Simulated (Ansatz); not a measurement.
# NiO (Fm-3m) in Ansatz: equation of state

Aim: energy against volume of NiO in PBEsol, for its equilibrium volume and stiffness.

All numbers are computed with Ansatz 0.2.0; they aren't measurements. Logs are shortened: lines on timing, memory, paths and dates and some standing lists are left out, and cuts for length are marked.

**1. The structure**

It takes space group Fm-3m (No. 225, cubic). The conventional cell has a = 4.172 Å, b = 4.172 Å, c = 4.172 Å, α = 90.00°, β = 90.00°, γ = 90.00°. Around Ni (site symmetry m-3m) lie 6 O at 2.09 Å. Around O (site symmetry m-3m) lie 6 Ni at 2.09 Å.

**2. Single point, PBEsol, collinear spin, ferromagnetic start, 8.53 Å³/atom (volume scaled by 0.94)**

input.yaml

```yaml
crystal:
  lattice:
    - [0.0, 2.0433202721, 2.0433202721]
    - [2.0433202721, 0.0, 2.0433202721]
    - [2.0433202721, 2.0433202721, 0.0]
  atoms:
    - { symbol: Ni, position: [0.0, 0.0, 0.0], spin: 1.0 }
    - { symbol: O, position: [0.5, 0.5, 0.5] }
hamiltonian:
  xc: pbesol
  pseudopotentials: { kind: paw }
magnetization:
  spin_polarized: true
kpoints:
  mp_grid: { grid: [11, 11, 11] }
scf:
  occupations: { method: fermi_dirac, width: 0.05 }
output:
  forces: true
  stress: true
  eigenvalues: true
  write_density: true
  write_potential: true
  elf: true
  volumetric_format: npy
```

Potentials or basis: Ansatz PAW.

Command:

```sh
ansatz run input.yaml --threads 2 --pin off --max-ram 5632MiB --backend cpu --events-out ev --progress --plain --runs-dir out
```

What it wrote:

```text
Warning: RAYON_NUM_THREADS=2 ignored (pool sized by the plan → 2); use --threads N
Engine: ansatz 0.2.0, aarch64-unknown-linux-gnu
Pseudopotentials: kind: paw
Pseudopotential: Ni, paw, valence charge 18, recommended cutoff 420 eV (normal), Ni.paw.azcp
Pseudopotential: O, paw, valence charge 6, recommended cutoff 420 eV (normal), O.paw.azcp
Functional definition: PBEsol
  exchange = pbesol_x
  correlation = pbesol_c
Crystal: 2 atoms, lattice volume = 17.062 Å³
Basis set: ecut = 420 eV, 331 PW (Γ), exchange–correlation on 40×40×40 points (8 copies of the dense FFT grid, shifted against one another)
Bands: 17, of which v1, the nominal top of the filled ones, is band 12 counted from 1 (11 counted from 0)
Symmetry: 48 space group operations
Space group: Fm-3m (ITA 225), of the structure as read, at distance tolerance 2.6e-5 Å
Magnetic group: BNS 225.116 (UNI 1618), of the structure as read, at distance tolerance 2.6e-5 Å
k-points: 56 of 1331
Non-local potential: Ni, projectors of the file, l = 0: 3, l = 1: 2, l = 2: 3, l = 3: 1
Non-local potential: O, projectors of the file, l = 0: 2, l = 1: 2, l = 2: 1
PAW form: soft (Blöchl's): semilocal exchange-correlation on the pseudo side does not see the compensation charge
PAW frozen core: Ni, regenerated for the run's functional, and the local potential with it (the file was generated under x = pbe(κ = 0.804, μ = 0.2195149727645171), c = pbe(β = 0.06672455060314922))
PAW frozen core: O, regenerated for the run's functional, and the local potential with it (the file was generated under x = pbe(κ = 0.804, μ = 0.2195149727645171), c = pbe(β = 0.06672455060314922))
PAW one-centre angular grid: Ni, 590 points (default); XC on 64 Gauss nodes
PAW one-centre angular grid: O, 110 points (default); XC on 64 Gauss nodes
Initial density: superposition of atomic densities (chi_scale 0.1, normalization cell, long waves kept (reshape's long-wave potential 0.00 eV rms))
Starting moments: Σ|m| = 1 μB on 1 of 2 sites
Initial wavefunctions: pseudopotential atomic-orbital guess
Functional: x = pbesol(κ = 0.804, μ = 0.12345679012345678), c = pbesol(β = 0.046)
SCF iter   1: F=—  HF=-6362.879800 eV  |F-HF|=—  |Δ(HF+E_count)|=         —  Δρ=1.96e-1 (↑6.84e-2 ↓1.96e-1)  dr2=7.31e0  dr2_m=9.88e-1  M=0.294 μB ∫|m|=0.294 μB  β_m=0.30  ethr=3.10e-3  ⟨swp⟩=5.4  Hψ=8260  notcnv=0
Mixer restart at iter 1: flushing history
preconditioner: auto → none  [metal: Δε(μ)=0.043 eV  Ē_g=14.515 eV  σ=0.050 eV  W_gap=0.21  n_scr=8 (ndim 8)  ℏωp=36.0 eV  f_vac=0.000  D(μ)=1.65/eV (n_scr^D=14)  sad-step TF]
SCF iter   2: F=—  HF=-6363.598065 eV  |F-HF|=—  |Δ(HF+E_count)|=   7.18e-1  Δρ=8.66e-2 (↑3.45e-2 ↓8.66e-2)  dr2=9.77e-1  dr2_m=3.36e-1  M=0.387 μB ∫|m|=0.387 μB  β_m=0.39  ethr=3.10e-3  ⟨swp⟩=3.2  Hψ=4784  notcnv=0  defer=17
SCF iter   3: F=—  HF=-6364.117320 eV  |F-HF|=—  |Δ(HF+E_count)|=   5.19e-1  Δρ=4.55e-2 (↑1.77e-2 ↓4.55e-2)  dr2=3.11e-1  dr2_m=9.23e-2  M=0.383 μB ∫|m|=0.383 μB  β_m=0.54  ethr=3.10e-3  ⟨swp⟩=2.0  Hψ=3302  notcnv=0  defer=7
SCF iter   4: F=—  HF=-6364.274590 eV  |F-HF|=—  |Δ(HF+E_count)|=   1.57e-1  Δρ=1.04e-2 (↑8.16e-3 ↓1.04e-2)  dr2=2.63e-2  dr2_m=5.87e-4  M=0.396 μB ∫|m|=0.396 μB  β_m=0.63  ethr=1.30e-3  ⟨swp⟩=2.6  Hψ=3098  notcnv=0  defer=7
SCF iter   5: F=—  HF=-6364.277429 eV  |F-HF|=—  |Δ(HF+E_count)|=   2.84e-3  Δρ=2.37e-3 (↑2.37e-3 ↓2.26e-3)  dr2=2.10e-3  dr2_m=8.00e-5  M=0.400 μB ∫|m|=0.400 μB  β_m=0.72  ethr=1.09e-4  ⟨swp⟩=2.0  Hψ=3799  notcnv=0  defer=7
SCF iter   6: F=—  HF=-6364.277581 eV  |F-HF|=—  |Δ(HF+E_count)|=   1.52e-4  Δρ=1.64e-3 (↑1.43e-3 ↓1.64e-3)  dr2=1.01e-3  dr2_m=2.75e-5  M=0.399 μB ∫|m|=0.399 μB  β_m=0.60  ethr=8.77e-6  ⟨swp⟩=2.0  Hψ=3263  notcnv=0  defer=7
SCF iter   7: F=—  HF=-6364.277476 eV  |F-HF|=—  |Δ(HF+E_count)|=   1.05e-4  Δρ=3.41e-4 (↑1.07e-4 ↓3.41e-4)  dr2=2.06e-5  dr2_m=2.72e-6  M=0.401 μB ∫|m|=0.401 μB  β_m=0.80  ethr=4.22e-6  ⟨swp⟩=2.0  Hψ=2299  notcnv=0  defer=7
SCF iter   8: F=—  HF=-6364.277505 eV  |F-HF|=—  |Δ(HF+E_count)|=   2.89e-5  Δρ=9.11e-5 (↑9.11e-5 ↓8.97e-5)  dr2=3.10e-6  dr2_m=4.09e-7  M=0.401 μB ∫|m|=0.402 μB  β_m=0.90  ethr=8.58e-8  ⟨swp⟩=2.2  Hψ=2623  notcnv=0  defer=7
SCF iter   9: F=—  HF=-6364.277506 eV  |F-HF|=—  |Δ(HF+E_count)|=   1.14e-6  Δρ=7.66e-5 (↑3.03e-5 ↓7.66e-5)  dr2=1.34e-6  dr2_m=1.34e-7  M=0.402 μB ∫|m|=0.402 μB  β_m=0.86  ethr=1.29e-8  ⟨swp⟩=2.1  Hψ=2780  notcnv=0  defer=7
[... 3 lines left out ...]
SCF 1 converged in 12 iterations: F = -6364.277506 eV  dr2 = 1.36e-10
Initial density: read from a saved state, or passed on in memory by an earlier SCF of this step, an earlier step, the calling program or the single point that the run made first
Starting moments: Σ|m| = 1 μB on 1 of 2 sites; this step starts from the density that it was given
Initial wavefunctions: those read from a saved state, or passed on in memory by an earlier step or the calling program
[... 2 lines left out ...]
preconditioner: auto → none  [metal: Δε(μ)=0.020 eV  Ē_g=14.919 eV  σ=0.050 eV  W_gap=0.10  n_scr=8 (ndim 8)  ℏωp=36.0 eV  f_vac=0.000  D(μ)=1.24/eV (n_scr^D=14)]
SCF iter   2: F=—  HF=-6364.358413 eV  |F-HF|=—  |Δ(HF+E_count)|=   8.09e-2  Δρ=4.32e-2 (↑2.02e-2 ↓4.32e-2)  dr2=4.81e-1  dr2_m=3.37e-2  M=1.083 μB ∫|m|=1.085 μB  ethr=4.17e-6  ⟨swp⟩=1.4  Hψ=10785  notcnv=0
SCF iter   3: F=—  HF=-6364.281066 eV  |F-HF|=—  |Δ(HF+E_count)|=   7.73e-2  Δρ=4.03e-3 (↑1.54e-3 ↓4.03e-3)  dr2=3.02e-3  dr2_m=3.38e-4  M=1.184 μB ∫|m|=1.187 μB  ethr=4.17e-6  ⟨swp⟩=1.1  Hψ=6576  notcnv=0
SCF iter   4: F=—  HF=-6364.280066 eV  |F-HF|=—  |Δ(HF+E_count)|=   1.00e-3  Δρ=1.15e-4 (↑4.63e-5 ↓1.15e-4)  dr2=1.37e-6  dr2_m=4.56e-7  M=1.214 μB ∫|m|=1.218 μB  ethr=4.17e-6  ⟨swp⟩=1.0  Hψ=5324  notcnv=0
SCF iter   5: F=-6364.280066 eV  HF=-6364.280066 eV  |F-HF|=1.62e-8  |Δ(HF+E_count)|=   2.39e-7  Δρ=1.10e-5 (↑1.10e-5 ↓3.19e-6)  dr2=1.00e-8  dr2_m=4.38e-9  M=1.215 μB ∫|m|=1.219 μB  ethr=4.17e-10  ⟨swp⟩=2.0  Hψ=5632  notcnv=0
this SCF's setup event announced max_iter 8: a cap that the engine derives, which gives way to 188 iterations because this look along open shells stands lower than the state that it set out from. From here on the SCF can send more iterations than it announced.
SCF iter   6: F=-6364.280066 eV  HF=-6364.280066 eV  |F-HF|=1.62e-8  |Δ(HF+E_count)|=  3.46e-11  Δρ=1.09e-5 (↑1.09e-5 ↓3.23e-6)  dr2=1.00e-8  dr2_m=4.34e-9  M=1.215 μB ∫|m|=1.219 μB  ethr=4.17e-11  ⟨swp⟩=1.5  Hψ=6735  notcnv=0
SCF 2 converged in 6 iterations: F = -6364.280066 eV  dr2 = 1.00e-8
iter 1 solved again at ethr=4.16e-11 eV; its pass at ethr=3.10e-3 eV (dr2=9.98e-9 eV) is discarded
SCF iter   1: F=—  HF=-6364.280066 eV  |F-HF|=—  |Δ(HF+E_count)|=         —  Δρ=1.09e-5 (↑1.09e-5 ↓3.23e-6)  dr2=1.00e-8  dr2_m=4.34e-9  M=1.215 μB ∫|m|=1.219 μB  β_m=0.30  ethr=4.16e-11  ⟨swp⟩=1.0  Hψ=8717  notcnv=0
preconditioner: auto → none  [metal: Δε(μ)=0.019 eV  Ē_g=14.999 eV  σ=0.050 eV  W_gap=0.10  n_scr=8 (ndim 8)  ℏωp=36.0 eV  f_vac=0.000  D(μ)=1.67/eV (n_scr^D=14)]
iter 2 did not close the SCF: its close was put off for a magnetic moment that had not settled (scf_convergence_deferred on its scf_iter line)
SCF iter   2: F=-6364.280066 eV  HF=-6364.280066 eV  |F-HF|=4.79e-9  |Δ(HF+E_count)|=   2.45e-9  Δρ=1.07e-5 (↑5.23e-6 ↓1.07e-5)  dr2=8.92e-9  dr2_m=8.61e-9  M=1.215 μB ∫|m|=1.219 μB  β_m=0.35  ethr=4.16e-11  ⟨swp⟩=6.2  Hψ=9355  notcnv=0
SCF iter   3: F=-6364.280066 eV  HF=-6364.280066 eV  |F-HF|=4.36e-9  |Δ(HF+E_count)|=  5.89e-10  Δρ=5.92e-6 (↑5.92e-6 ↓2.54e-6)  dr2=4.06e-9  dr2_m=1.78e-9  M=1.215 μB ∫|m|=1.219 μB  ethr=3.72e-11  ⟨swp⟩=4.9  Hψ=9489  notcnv=0
SCF 3 converged in 3 iterations: F = -6364.280066 eV  dr2 = 4.06e-9
SCF converged after 3 iterations
Magnetization: 1.2150 μB (12.6075 up, 11.3925 down)
Absolute magnetization: 1.2189 μB (∫|ρ↑−ρ↓|, with the PAW one-centre terms)
Spin contamination: 0.0063 ħ² per cell (⟨S²⟩ above its minimum at these occupations)
Per-site moments (μB) at R_I (Å): [(0.9933242345148688, 0.8428696122412499), (0.17852912583224628, 0.8428696122412499)]
Free energy (F): -6364.280066 eV
Harris-Foulkes:  -6364.280066 eV  (|F-HF|=4.36e-9)
Internal energy: -6364.266487 eV  (E = F + TS)
E sigma→0 (E₀):  -6364.273277 eV
Entropy (-TS):   -0.013579 eV (-6.789 meV/atom)
Fermi energy:    15.739144 eV
--- Per-component energies (eV) ---
  E_band       = -297.585506
  E_kinetic    = 454.502601
  E_local      = -3887.529285  (includes V_loc(G=0)·N_el)
  E_nonlocal   = 694.356647
  E_hartree    = 1604.083390
  E_xc         = -155.486029
  E_vxc        = -200.462870  (∫ρ·V_xc dr)
  E_paw        = -1751.802798  (= ΣΔE_a)
  E_vpaw       = -566.619366  (= ΣTr[D̂ρ^β])
  E_aug_tail   = 0.003059  (compensation charges beyond the density's cutoff)
  E_ewald      = -3322.626649
  E_core_change = 0.232577  (= ΣΔE_core)
  E_smearing   = -0.013579  (= −TS)
  E_closure    = 0.000000  (closes the sum)
  Σ components = -6364.280066   (vs F -6364.280066, Δ=0.00e0)
--- Forces (eV/Å), atoms counted from 1 ---
  atom   1  Ni    -0.00000000     0.00000000     0.00000000
  atom   2  O      0.00000000    -0.00000000     0.00000000
  max |Σ_I F_I| component: 1.76e-29 eV/Å
--- Stress (GPa, compression-positive) ---
        4.939628      -0.000000       0.000000
       -0.000000       4.939628       0.000000
       -0.000000      -0.000000       4.939628
  P = ⅓ Tr σ = 4.9396 GPa (49.396 kbar)
--- Band table (eV; the first three rows and the last of 112) ---
  k-point 0 ↑: bands = ["-87.9745", "-48.5085", "-48.5085", "-48.5085", "-5.3998", "12.2591", "12.2591", "12.2591", "12.9822", "12.9822", "13.1597", "13.1597", "13.1597", "17.4667", "33.3853", "34.9012", "34.9012"]
  k-point 1 ↑: bands = ["-87.9741", "-48.5120", "-48.5090", "-48.5090", "-5.2930", "11.4611", "11.6184", "11.6184", "13.2011", "13.2011", "13.4104", "13.6871", "13.6871", "18.0382", "31.7488", "34.6480", "34.6480"]
  k-point 2 ↑: bands = ["-87.9733", "-48.5211", "-48.5102", "-48.5102", "-4.9930", "10.0422", "10.8152", "10.8152", "13.3850", "13.3850", "13.6798", "14.5969", "14.5969", "19.2511", "29.5237", "33.5671", "33.5671"]
  k-point 55 ↓: bands = ["-86.7127", "-47.3137", "-47.3115", "-47.2991", "-3.3025", "9.0151", "9.0722", "9.9283", "14.4656", "14.7188", "15.0924", "15.6870", "16.4385", "24.9971", "26.5504", "26.7069", "30.2557"]
```

It took 7.5 s on 2 threads of Arm Neoverse V1, shared host; peak memory 0.35 GiB.

What came out:

| Property | Result |
| --- | --- |
| Free energy | -6364.2801 eV |
| Pressure | 4.9 GPa |
| Band gap on the k mesh | none (metal or under the smearing width) |
| Net moment | 1.22 μB per cell |
| Absolute moment | 1.22 μB per cell |
| Site moments | Ni +0.99; O +0.18 μB |

Caveat: the pressure holds a Pulay correction of +0.8 GPa for the finite cutoff; a cell with one magnetic atom can't hold antiferromagnetic order, which such compounds often take; semilocal functionals often make such compounds metallic where correlation or magnetic order opens a gap, which also shifts bond lengths; the PAW data sets come from PBE, with cores solved anew for the run's functional, which leaves a small shift of forces and pressure.

**3. Single point, PBEsol, collinear spin, ferromagnetic start, 8.71 Å³/atom (volume scaled by 0.96)**

input.yaml: that of step 2 with these lines changed.

```diff
@@ -2,5 +2,5 @@
   lattice:
-    - [0.0, 2.0433202721, 2.0433202721]
-    - [2.0433202721, 0.0, 2.0433202721]
-    - [2.0433202721, 2.0433202721, 0.0]
+    - [0.0, 2.0577103256, 2.0577103256]
+    - [2.0577103256, 0.0, 2.0577103256]
+    - [2.0577103256, 2.0577103256, 0.0]
   atoms:
```

Potentials or basis: Ansatz PAW.

Command:

```sh
ansatz run input.yaml --threads 2 --pin off --max-ram 5632MiB --backend cpu --events-out ev --progress --plain --runs-dir out
```

Wall time 7.1 s (2 threads of Arm Neoverse V1, shared host); peak memory 0.35 GiB.

The run converged. Its results:

```yaml
Free_energy: -6364.2861 eV
Pressure: 0.3 GPa
Band_gap_on_the_k_mesh: none (metal or under the smearing width)
Net_moment: 1.28 μB per cell
Absolute_moment: 1.28 μB per cell
Site_moments: Ni +1.05; O +0.19 μB
```

Caveat: the pressure holds a Pulay correction of +0.8 GPa for the finite cutoff; a cell with one magnetic atom can't hold antiferromagnetic order, which such compounds often take; semilocal functionals often make such compounds metallic where correlation or magnetic order opens a gap, which also shifts bond lengths; the PAW data sets come from PBE, with cores solved anew for the run's functional, which leaves a small shift of forces and pressure.

**4. Single point, PBEsol, collinear spin, ferromagnetic start, 8.89 Å³/atom (volume scaled by 0.98)**

input.yaml: that of step 3 with these lines changed.

```diff
@@ -2,5 +2,5 @@
   lattice:
-    - [0.0, 2.0577103256, 2.0577103256]
-    - [2.0577103256, 0.0, 2.0577103256]
-    - [2.0577103256, 2.0577103256, 0.0]
+    - [0.0, 2.0719018797, 2.0719018797]
+    - [2.0719018797, 0.0, 2.0719018797]
+    - [2.0719018797, 2.0719018797, 0.0]
   atoms:
@@ -21,5 +21 @@
   eigenvalues: true
-  write_density: true
-  write_potential: true
-  elf: true
-  volumetric_format: npy
```

Command:

```sh
ansatz run input.yaml --threads 2 --pin off --max-ram 5632MiB --backend cpu --events-out ev --progress --plain --runs-dir out
```

Run time: 6.7 s. Hardware: 2 threads of Arm Neoverse V1, shared host; peak memory 0.35 GiB.

The run converged. Its results:

- Free energy: -6364.2819 eV
- Pressure: -3.9 GPa
- Band gap on the k mesh: none (metal or under the smearing width)
- Net moment: 1.33 μB per cell
- Absolute moment: 1.33 μB per cell
- Site moments: Ni +1.09; O +0.20 μB

Caveat: the pressure holds a Pulay correction of +0.8 GPa for the finite cutoff; a cell with one magnetic atom can't hold antiferromagnetic order, which such compounds often take; semilocal functionals often make such compounds metallic where correlation or magnetic order opens a gap, which also shifts bond lengths; the PAW data sets come from PBE, with cores solved anew for the run's functional, which leaves a small shift of forces and pressure.

**5. Single point, PBEsol, collinear spin, ferromagnetic start, 9.08 Å³/atom**

input.yaml: that of step 4 with these lines changed.

```diff
@@ -2,5 +2,5 @@
   lattice:
-    - [0.0, 2.0719018797, 2.0719018797]
-    - [2.0719018797, 0.0, 2.0719018797]
-    - [2.0719018797, 2.0719018797, 0.0]
+    - [0.0, 2.0859016414, 2.0859016414]
+    - [2.0859016414, 0.0, 2.0859016414]
+    - [2.0859016414, 2.0859016414, 0.0]
   atoms:
```

Command:

```sh
ansatz run input.yaml --threads 2 --pin off --max-ram 5632MiB --backend cpu --events-out ev --progress --plain --runs-dir out
```

Wall time 3.7 s (2 threads of Arm Neoverse V1, shared host); peak memory 0.29 GiB.

Results (log left out):

| Item | Value |
| --- | --- |
| Free energy | -6364.2691 eV |
| Pressure | -7.4 GPa |
| Band gap on the k mesh | none (metal or under the smearing width) |
| Net moment | 1.40 μB per cell |
| Absolute moment | 1.41 μB per cell |
| Site moments | Ni +1.15; O +0.21 μB |

Caveat: the pressure holds a Pulay correction of +0.7 GPa for the finite cutoff; a cell with one magnetic atom can't hold antiferromagnetic order, which such compounds often take; semilocal functionals often make such compounds metallic where correlation or magnetic order opens a gap, which also shifts bond lengths; the PAW data sets come from PBE, with cores solved anew for the run's functional, which leaves a small shift of forces and pressure.

**6. Single point, PBEsol, collinear spin, ferromagnetic start, 9.26 Å³/atom (volume scaled by 1.02)**

input.yaml: that of step 5 with these lines changed.

```diff
@@ -2,5 +2,5 @@
   lattice:
-    - [0.0, 2.0859016414, 2.0859016414]
-    - [2.0859016414, 0.0, 2.0859016414]
-    - [2.0859016414, 2.0859016414, 0.0]
+    - [0.0, 2.0997159621, 2.0997159621]
+    - [2.0997159621, 0.0, 2.0997159621]
+    - [2.0997159621, 2.0997159621, 0.0]
   atoms:
@@ -21 +21,5 @@
   eigenvalues: true
+  write_density: true
+  write_potential: true
+  elf: true
+  volumetric_format: npy
```

Potentials or basis: Ansatz PAW.

Command:

```sh
ansatz run input.yaml --threads 2 --pin off --max-ram 5632MiB --backend cpu --events-out ev --progress --plain --runs-dir out
```

Wall time 3.4 s (2 threads of Arm Neoverse V1, shared host); peak memory 0.3 GiB.

Results (log left out):

```yaml
Free_energy: -6364.2489 eV
Pressure: -10.3 GPa
Band_gap_on_the_k_mesh: none (metal or under the smearing width)
Net_moment: 1.50 μB per cell
Absolute_moment: 1.51 μB per cell
Site_moments: Ni +1.22; O +0.23 μB
```

Caveat: the pressure holds a Pulay correction of +0.7 GPa for the finite cutoff; a cell with one magnetic atom can't hold antiferromagnetic order, which such compounds often take; semilocal functionals often make such compounds metallic where correlation or magnetic order opens a gap, which also shifts bond lengths; the PAW data sets come from PBE, with cores solved anew for the run's functional, which leaves a small shift of forces and pressure.

**7. Single point, PBEsol, collinear spin, ferromagnetic start, 9.44 Å³/atom (volume scaled by 1.04)**

input.yaml: that of step 6 with these lines changed.

```diff
@@ -2,5 +2,5 @@
   lattice:
-    - [0.0, 2.0997159621, 2.0997159621]
-    - [2.0997159621, 0.0, 2.0997159621]
-    - [2.0997159621, 2.0997159621, 0.0]
+    - [0.0, 2.1133508634, 2.1133508634]
+    - [2.1133508634, 0.0, 2.1133508634]
+    - [2.1133508634, 2.1133508634, 0.0]
   atoms:
```

Command:

```sh
ansatz run input.yaml --threads 2 --pin off --max-ram 5632MiB --backend cpu --events-out ev --progress --plain --runs-dir out
```

Run time: 3.1 s. Hardware: 2 threads of Arm Neoverse V1, shared host; peak memory 0.3 GiB.

It converged, with:

* Free energy: -6364.2225 eV
* Pressure: -13.0 GPa
* Band gap on the k mesh: none (metal or under the smearing width)
* Net moment: 1.58 μB per cell
* Absolute moment: 1.59 μB per cell
* Site moments: Ni +1.28; O +0.25 μB

Caveat: the pressure holds a Pulay correction of +0.7 GPa for the finite cutoff; a cell with one magnetic atom can't hold antiferromagnetic order, which such compounds often take; semilocal functionals often make such compounds metallic where correlation or magnetic order opens a gap, which also shifts bond lengths; the PAW data sets come from PBE, with cores solved anew for the run's functional, which leaves a small shift of forces and pressure.

**8. Single point, PBEsol, collinear spin, ferromagnetic start, 9.62 Å³/atom (volume scaled by 1.06)**

input.yaml: that of step 7 with these lines changed.

```diff
@@ -2,5 +2,5 @@
   lattice:
-    - [0.0, 2.1133508634, 2.1133508634]
-    - [2.1133508634, 0.0, 2.1133508634]
-    - [2.1133508634, 2.1133508634, 0.0]
+    - [0.0, 2.1268120599, 2.1268120599]
+    - [2.1268120599, 0.0, 2.1268120599]
+    - [2.1268120599, 2.1268120599, 0.0]
   atoms:
```

Command:

```sh
ansatz run input.yaml --threads 2 --pin off --max-ram 5632MiB --backend cpu --events-out ev --progress --plain --runs-dir out
```

Run time: 3 s. Hardware: 2 threads of Arm Neoverse V1, shared host; peak memory 0.3 GiB.

It converged, with:

* Free energy: -6364.1904 eV
* Pressure: -15.2 GPa
* Band gap on the k mesh: none (metal or under the smearing width)
* Net moment: 1.66 μB per cell
* Absolute moment: 1.67 μB per cell
* Site moments: Ni +1.34; O +0.27 μB

Caveat: the pressure holds a Pulay correction of +0.7 GPa for the finite cutoff; a cell with one magnetic atom can't hold antiferromagnetic order, which such compounds often take; semilocal functionals often make such compounds metallic where correlation or magnetic order opens a gap, which also shifts bond lengths; the PAW data sets come from PBE, with cores solved anew for the run's functional, which leaves a small shift of forces and pressure.

**9. Equation of state, PBEsol, collinear spin, ferromagnetic start**

Potentials or basis: Ansatz PAW.

This step only gathers the single runs of the series.

Results:

```
Equilibrium volume                      : 8.72 Å³/atom
Bulk modulus                            : 211 GPa
Pressure derivative of the bulk modulus : 6.3 (rough: it moves with the points fitted)
```

Energy against volume, from the lowest point:
```tsv
volume (Å³/atom)	energy (meV/atom)
8.531	3.00
8.713	0.00
8.894	2.08
9.076	8.49
9.257	18.60
9.439	31.78
9.620	47.82
```
